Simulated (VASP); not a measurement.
Wanted: the native input for a VASP 6.6.1 run.

```yaml
Task: electrostatic potential
Functional: HSE06
Potentials_or_basis: VASP PAW PBE potentials, release 64 (Zr_sv, O)
Cutoff: 520 eV
k_mesh: 8 × 8 × 8
Occupations: gaussian, width 0.02 eV
Spin: no spin polarisation
Grid_for_exact_exchange_PRECFOCK: Fast
Screening_parameter: 0.2 1/A
Further_INCAR_settings: ALGO = Normal; EDIFF = 1e-06
```

Crystal: ZrO2.

```
CELL_PARAMETERS angstrom
0.00000 2.55857 2.55857
2.55857 0.00000 2.55857
2.55857 2.55857 0.00000
ATOMIC_POSITIONS crystal
Zr 0.00000 0.00000 0.00000
O 0.25000 0.25000 0.25000
O 0.75000 0.75000 0.75000
```

The cell was built by a generator and needn't be a form met in nature.

The input as run:

POSCAR

```
ZrO2                                    
1.0
   -0.0000000000      2.5585688976      2.5585688976
    2.5585688976     -0.0000000000      2.5585688976
    2.5585688976      2.5585688976     -0.0000000000
  Zr              O             
     1     2
Direct
     0.0000000000000000    0.0000000000000000    0.0000000000000000
     0.2500000000000000    0.2500000000000000    0.2500000000000000
     0.7500000000000000    0.7500000000000000    0.7500000000000000
```

INCAR.step1

```
PREC     = Accurate       # precision mode
ENCUT    = 520            # plane-wave cutoff, eV
EDIFF    = 1E-5           # SCF threshold, eV
ISMEAR   = 0              # smearing method
SIGMA    = 0.02           # smearing width, eV
LREAL    = F              # projectors in reciprocal space
LASPH    = T              # aspherical terms in the spheres
NELM     = 60             # most SCF steps
ALGO     = Normal         # electronic algorithm
ISIF     = 2              # what is computed and relaxed
LWAVE    = T              # write WAVECAR
GGA      = PE             # functional
```

INCAR.step2

```
PREC     = Accurate       # precision mode
ENCUT    = 520            # plane-wave cutoff, eV
EDIFF    = 1E-6           # SCF threshold, eV
ISMEAR   = 0              # smearing method
SIGMA    = 0.02           # smearing width, eV
LREAL    = F              # projectors in reciprocal space
LASPH    = T              # aspherical terms in the spheres
NELM     = 60             # most SCF steps
ALGO     = Normal         # electronic algorithm
ISIF     = 2              # what is computed and relaxed
LWAVE    = F              # write WAVECAR
LCHARG   = T              # write CHGCAR
GGA      = PE             # functional
LHFCALC  = T              # exact exchange
HFSCREEN = 0.2            # screening, 1/A
PRECFOCK = Fast         
LVHAR    = T            
ISTART   = 1
```

KPOINTS

```
regular mesh
0
Gamma
  8 8 8
```

Potentials or basis: VASP PAW PBE potentials, release 64 (Zr_sv, O).

Run with:

```bash
$ cat potpaw_PBE.64/Zr_sv/POTCAR potpaw_PBE.64/O/POTCAR > POTCAR
$ cp INCAR.step1 INCAR
$ mpirun -np 1 vasp_std > vasp.out
$ cp INCAR.step2 INCAR
$ mpirun -np 1 vasp_std > vasp.out
```

It gave:

The pressure is -6.5 GPa and the band gap on the k mesh is 4.94 eV, indirect (least direct gap 5.32 eV).

Caveat: the PAW data sets were made with another functional, which shifts forces and pressure a little.

It took 34 min on 1 thread of Intel(R) Xeon(R) 6975P-C (Granite Rapids), with other jobs on the host, peak memory 0.3 GiB.
